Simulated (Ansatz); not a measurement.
## How an unstable Zr2C3 structure lowers its energy

Level of theory: DFT PBE, scalar-relativistic, plane waves, PAW in Ansatz 0.2.0. All cells share a 420 eV cutoff and Γ-centred k meshes spaced at most 0.3 Å⁻¹ (0.19 for metals, 2π included).

The start was the A-type sesquioxide type (P-3m1, No. 164), relaxed within its symmetry. A cell of 5 atoms (1 times the primitive one) was then disturbed at random, relaxed without symmetry and relaxed once more on a fine mesh. For metals, differences of a few meV/atom aren't resolved.

Before:

```cif
data_structure
_symmetry_space_group_name_H-M 'P-3m1'
_symmetry_Int_Tables_number 164
_cell_length_a 3.1504
_cell_length_b 3.1504
_cell_length_c 6.7560
_cell_angle_alpha 90.000
_cell_angle_beta 90.000
_cell_angle_gamma 120.000
_cell_volume 58.07
loop_
_atom_site_label
_atom_site_type_symbol
_atom_site_symmetry_multiplicity
_atom_site_Wyckoff_symbol
_atom_site_fract_x
_atom_site_fract_y
_atom_site_fract_z
_atom_site_occupancy
Zr1 Zr 2 d 0.33333 0.66667 0.19738 1
C1 C 1 a 0.00000 0.00000 0.00000 1
C2 C 2 d 0.33333 0.66667 0.54155 1
```

After:

Space group C2/m (No. 12). a = 6.071 Å, b = 3.359 Å, c = 6.638 Å, α = 90.00°, β = 114.91°, γ = 90.00°
| atom | site | symmetry | x | y | z |
| --- | --- | --- | --- | --- | --- |
| Zr | 4i | m | 0.7553 | 0.0000 | 0.2135 |
| C | 2a | 2/m | 0.0000 | 0.0000 | 0.0000 |
| C | 4i | m | 0.9442 | 0.5000 | 0.5652 |

**Question.** Is this a distortion of the same structure or a reconstruction, and what lowers the energy?

**Answer.** A reconstruction, from P-3m1 (No. 164) to C2/m (No. 12). Each Zr has on average 10 Zr contacts in place of 9, longer on average (3.18 → 3.40 Å); C–C bonds form, at 1.31 Å where the closest pair was 1.90 Å apart.

**Question.** What does it gain?

**Answer.** 411 meV/atom, with the volume going from 11.61 to 12.28 Å³/atom. Against the elements the energy goes from 0.06 to -0.35 eV/atom.

Cost: 4 runs of about 8.1 core-minutes in all, on Intel Xeon 6975P-C (Granite Rapids) (shared hosts).